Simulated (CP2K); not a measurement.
Wanted: the native input for a CP2K 2026.2 run.

```yaml
Task: single point
Functional: LDA
Potentials_or_basis: POTENTIAL_UZH Te GTH-PBE-q6, Sn GTH-PBE-q4; TZVP-MOLOPT-PBE-GTH basis
Density_cutoff: 9184 eV
k_mesh: 7 × 7 × 7
Occupations: fermi-dirac, width 0.05 eV
Spin: no spin polarisation
SCF_solver: diagonalisation with k points
Quickstep_method: GPW
EPS_DEFAULT: 1.0E-9
EPS_SCF: 1.0E-6
MAX_SCF: 100
SCF_GUESS: ATOMIC
k_points_reduced_by_the_point_group: yes
Mesh_centred_on_Gamma: yes
CHOLESKY: OFF
EPS_EIGVAL: 1.0E-7
MIXING_METHOD: BROYDEN_MIXING
MIXING_ALPHA: 0.4
NBUFFER: 8
NGRIDS: 5
Basis_sets: Te TZVP-MOLOPT-PBE-GTH-q6, Sn TZVP-MOLOPT-PBE-GTH-q4
Potentials: Te GTH-PBE-q6 of POTENTIAL_UZH, Sn GTH-PBE-q4 of POTENTIAL_UZH
ADDED_MOS: "[10]"
REL_CUTOFF_Ry: 60 Ry
MIXING_BETA_1/bohr: 1.5 1/bohr
CUTOFF_of_the_grids: 675 Ry
```

The system is SnTe.

```
CELL_PARAMETERS angstrom
4.45597 0.00000 0.00000
2.22799 3.85899 0.00000
2.22799 1.28633 3.63829
ATOMIC_POSITIONS crystal
Te 0.50000 0.50000 0.50000
Sn 0.00000 0.00000 0.00000
```

One way to write it, as run:

snte_scf.inp

```
&GLOBAL
  PROJECT snte_scf
  RUN_TYPE ENERGY_FORCE
  PRINT_LEVEL LOW
&END GLOBAL
&FORCE_EVAL
  METHOD QS
  STRESS_TENSOR ANALYTICAL
  &DFT
    BASIS_SET_FILE_NAME BASIS_MOLOPT_UZH
    POTENTIAL_FILE_NAME POTENTIAL_UZH
    &MGRID
      CUTOFF 675
      REL_CUTOFF 60
      NGRIDS 5
    &END MGRID
    &QS
      METHOD GPW
      EPS_DEFAULT 1.0E-9
    &END QS
    &KPOINTS
      SCHEME MONKHORST-PACK 7 7 7
      GAMMA_CENTERED T
      SYMMETRY T
      SYMMETRY_BACKEND SPGLIB
    &END KPOINTS
    &SCF
      SCF_GUESS ATOMIC
      EPS_SCF 1.0E-6
      MAX_SCF 100
      ADDED_MOS 10
      CHOLESKY OFF
      EPS_EIGVAL 1.0E-7
      &DIAGONALIZATION ON
        ALGORITHM STANDARD
      &END DIAGONALIZATION
      &MIXING ON
        METHOD BROYDEN_MIXING
        ALPHA 0.4
        BETA 1.5
        NBUFFER 8
      &END MIXING
      &SMEAR ON
        METHOD FERMI_DIRAC
        ELECTRONIC_TEMPERATURE 580.23
      &END SMEAR
    &END SCF
    &XC
      &XC_FUNCTIONAL
        &LDA_X
        &END LDA_X
        &LDA_C_PW
        &END LDA_C_PW
      &END XC_FUNCTIONAL
    &END XC
    &PRINT
      &KPOINTS ON
      &END KPOINTS
      &MULLIKEN ON
      &END MULLIKEN
      &MO ON
        ENERGIES T
        OCCUPATION_NUMBERS T
        &EACH
          QS_SCF 0
        &END EACH
        ADD_LAST NUMERIC
      &END MO
    &END PRINT
  &END DFT
  &SUBSYS
    &CELL
      ABC 4.4559748030 4.4559748030 4.4559748030
      ALPHA_BETA_GAMMA 60.0000000003 60.0000000003 59.9999999999
      PERIODIC XYZ
    &END CELL
    &COORD
      SCALED
      Te  0.5000000000 0.5000000000 0.5000000000
      Sn  0.0000000000 0.0000000000 0.0000000000
    &END COORD
    &KIND Te
      BASIS_SET TZVP-MOLOPT-PBE-GTH-q6
      POTENTIAL GTH-PBE-q6
    &END KIND
    &KIND Sn
      BASIS_SET TZVP-MOLOPT-PBE-GTH-q4
      POTENTIAL GTH-PBE-q4
    &END KIND
    &PRINT
      &ATOMIC_COORDINATES ON
      &END ATOMIC_COORDINATES
      &CELL ON
      &END CELL
    &END PRINT
  &END SUBSYS
  &PRINT
    &FORCES ON
    &END FORCES
    &STRESS_TENSOR ON
    &END STRESS_TENSOR
  &END PRINT
&END FORCE_EVAL
```

Potentials or basis: POTENTIAL_UZH Te GTH-PBE-q6, Sn GTH-PBE-q4; TZVP-MOLOPT-PBE-GTH basis.

Run with:

```console
$ OMP_NUM_THREADS=1 cp2k.psmp -i snte_scf.inp -o snte_scf.out
```

Results of the run:

* Pressure: 1.9 GPa
* Mulliken charges: Te -0.36; Sn +0.36 e

Caveat: Mulliken charges move with the basis; this odd mesh misses L, where the gap lies, so gap, dielectric constants and Born charges aren't listed; the potentials were made for another functional, which shifts forces and pressure; the basis of atomic orbitals isn't converged, which shifts pressures, moduli and gaps.

It took 11 s on 1 thread of Arm Neoverse V1, on a shared host, peak memory 0.38 GiB.
